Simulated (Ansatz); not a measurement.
Rock-salt NaBr, treated with r²SCANh (Ansatz, a first-principles code, PAW).

Run with plane-wave cutoff 520 eV, 8×8×8 k mesh, Fermi–Dirac smearing 0.01 eV, scalar-relativistic PAW data made under PBE.

Properties against volume:

| V (Å³/atom) | P (GPa) | direct gap at Γ (eV) |
|---|---|---|
| 24.908 | 1.30 | 5.801 |
| 25.563 | 0.60 | 5.707 |
| 26.162 | 0.05 | 5.626 |
| 26.874 | -0.53 | 5.536 |
| 27.529 | -0.98 | 5.459 |

A straight line through the gaps at Γ against ln V gives a volume deformation potential dE_g(Γ)/d ln V of -3.4 eV: the gap at Γ widens under compression.

Measured, for comparison: band gap 7.1 eV (temperature not stated, no zero-point or thermal correction; as tabulated in Aguado et al. (1998), arXiv:cond-mat/9809176).

Spin–orbit coupling is not included.
